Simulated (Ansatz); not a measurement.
Ag under changes of volume

One of the cells (18.154 Å³/atom); the others are scaled copies at fixed shape and fractional positions:

```
CELL_PARAMETERS angstrom
-1.65565 1.65565 1.65565
1.65565 -1.65565 1.65565
1.65565 1.65565 -1.65565
ATOMIC_POSITIONS crystal
Ag 0.00000 0.00000 0.00000
```

This isn't the form of Ag at room conditions, which is fcc.

```yaml
Program: Ansatz 0.2.0
Functional: PBE
Potentials_or_basis: Ansatz PAW
Cutoff: "420 eV (not typed: the program's choice for these potentials)"
k_mesh: 11 × 11 × 11
Occupations: fermi-dirac, width 0.05 eV
Spin: no spin polarisation
```

| volume (Å³/atom) | energy over the lowest point (meV/atom) | pressure (GPa) |
| --- | --- | --- |
| 17.065 | ? | ? |
| 17.428 | 4.94 | 3.1 |
| 17.791 | 0.23 | 1.0 |
| 18.154 | 0.00 | -0.8 |
| 18.517 | 3.65 | -2.4 |
| 18.880 | 10.69 | -3.8 |
| 19.243 | 20.68 | -5.0 |

Question: What does the run at 17.065 Å³/atom give?

Answer: Energy over the lowest point 14.72 meV/atom; pressure 5.5 GPa.

Worked out: A Birch-Murnaghan fit of order 3 (a polynomial in V^(-2/3)) to the other rows has its minimum at 17.99 Å³/atom with B0 = V·E''(V) = 90 GPa and B' = 5.8. It gives 14.77 meV/atom at 17.065 Å³/atom, against the run's 14.72, and -dE/dV = 5.6 GPa, against 5.5.

Energies are extrapolated to zero smearing.
